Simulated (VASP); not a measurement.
Runs of VASP 6.6.1 on Al2O3 (Corundum). Symmetry: R-3c, No. 167, trigonal system. Conventional cell: a = 4.760 Å, b = 4.760 Å, c = 12.996 Å, α = 90.00°, β = 90.00°, γ = 120.00°. Around Al (site symmetry 3) lie 6 O at 1.85 to 1.97 Å. O (site symmetry 2) is surrounded by 4 Al at 1.85 to 1.97 Å. 

```csv
task,level,cell,cutoff (eV),gap on the mesh (eV),pressure (GPa),relaxed volume (Å³/atom),largest force (eV/Å)
relaxation of cell and atoms,BLYP,relaxed,600,5.88,-0.1,(d),-
relaxation of cell and atoms,AM05,relaxed,600,(b),0.0,8.56,-
band structure,AM05,as given,520,6.22,2.0,-,(a)
relaxation of cell and atoms,PW91,relaxed,600,5.94,0.1,(c),0.01
relaxation of cell and atoms,revPBE,relaxed,600,5.77,0.0,8.87,-
```

Alike in all rows: potentials or basis VASP PAW PBE potentials, release 64 (Al, O); no spin polarisation; k mesh 7 × 7 × 7; smearing fermi-dirac 0.05 eV.

Problem. Fill in the values left out.

Solution. (a) 0.08; (b) 6.14; (c) 8.72; (d) 8.92.

Caveats: the PAW data sets were made with another functional, which shifts forces and pressure a little; an odd mesh through Γ misses points on the zone boundary, where band edges often lie (some runs).
